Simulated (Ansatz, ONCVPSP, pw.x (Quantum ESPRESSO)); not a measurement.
What a changed setting does to a pw.x run (bcc P)

Potential: optimised norm-conserving Vanderbilt (ONCV), ONCVPSP 4.0.1.1 (patched build), PBE; core [Ne], reference 3s2 3p3; waves: 3s: rc 1.50 bohr, ncon 4, nbas 8, qcut 4.3 1/bohr, 1 projector; 3p: rc 1.65 bohr, ncon 4, nbas 8, qcut 4.4 1/bohr, 1 projector; d scattering state at 0.04 Ha: rc 1.40 bohr, ncon 4, nbas 9, qcut 8.2 1/bohr, 2 projectors, debl 0.5 Ha; local part: polynomial inside 1.05 bohr (lpopt 5, dvloc0 -2 Ha); core correction: polynomial model core, fcfact 0.75.

The reference run (k-mesh 15³, cutoffs 105/420 Ry, Fermi–Dirac 0.01 Ry, mixing_beta 0.4, conv_thr 1e-9, no spin) gives -1.61 GPa at 14.308 Å³/atom, where all-electron LAPW gives -0.58 GPa. This run, with its own iteration cap, changes degauss to 0.005.

```
&control
  calculation='scf', prefix='x', pseudo_dir='./', outdir='./tmp', tstress=.true., disk_io='none'
/
&system
  ibrav=0, nat=1, ntyp=1, ecutwfc=105, ecutrho=420, nbnd=9,
  occupations='smearing', smearing='fd', degauss=0.005
/
&electrons
  conv_thr=1e-09, mixing_beta=0.4, electron_maxstep=60
/
ATOMIC_SPECIES
P 1.0 P.UPF
CELL_PARAMETERS angstrom
  -1.52934798 1.52934798 1.52934798
  1.52934798 -1.52934798 1.52934798
  1.52934798 1.52934798 -1.52934798
ATOMIC_POSITIONS crystal
P 0.0000 0.0000 0.0000
K_POINTS automatic
15 15 15 0 0 0
```

```bash
pw.x < P.scf.in > P.scf.out
```

Problem. How does the run end?

Solution. It converges in 6 iterations; the free energy moves by +11.6 meV/atom and the pressure by -0.17 GPa. In a metal, with Fermi–Dirac smearing, F lies below its zero-width value by a term in the square of the width.

```
Message from routine setup:
     using ibrav=0 with symmetry is DISCOURAGED, use correct ibrav instead
     lattice parameter (alat)  =       5.0057  a.u.
     unit-cell volume          =      96.5552 (a.u.)^3
     number of electrons       =         5.00
     number of Kohn-Sham states=            9
     kinetic-energy cutoff     =     105.0000  Ry
     charge density cutoff     =     420.0000  Ry
     scf convergence threshold =      1.0E-09
     Exchange-correlation= PBE
     number of k points=   120  Fermi-Dirac smearing, width (Ry)=  0.0050
     iteration #  1     ecut=   105.00 Ry     beta= 0.40
     total energy              =     -18.03942750 Ry
     estimated scf accuracy    <       0.00204455 Ry
     iteration #  2     ecut=   105.00 Ry     beta= 0.40
     total energy              =     -18.03940953 Ry
     estimated scf accuracy    <       0.00059291 Ry
     iteration #  3     ecut=   105.00 Ry     beta= 0.40
     total energy              =     -18.03945578 Ry
     estimated scf accuracy    <       0.00001244 Ry
     iteration #  4     ecut=   105.00 Ry     beta= 0.40
     total energy              =     -18.03945734 Ry
     estimated scf accuracy    <       0.00000003 Ry
     iteration #  5     ecut=   105.00 Ry     beta= 0.40
     total energy              =     -18.03945738 Ry
     estimated scf accuracy    <          2.4E-09 Ry
     iteration #  6     ecut=   105.00 Ry     beta= 0.40
     the Fermi energy is    11.2173 ev
!    total energy              =     -18.03945738 Ry
     estimated scf accuracy    <          8.7E-10 Ry
     smearing contrib. (-TS)   =      -0.00061722 Ry
     The total energy is F=E-TS. E is the sum of the following terms:
     one-electron contribution =       5.96365008 Ry
     hartree contribution      =       0.21077656 Ry
     xc contribution           =      -8.47290366 Ry
     ewald contribution        =     -15.74036315 Ry
     convergence has been achieved in   6 iterations
          total   stress  (Ry/bohr**3)                   (kbar)     P=      -17.75
     Message from routine punch:
     Nothing written, as per user request (disk_io='none')
```

The run took about 41 s on one core of a shared host (Neoverse-N1, 64 threads, 498 GiB, load 24).
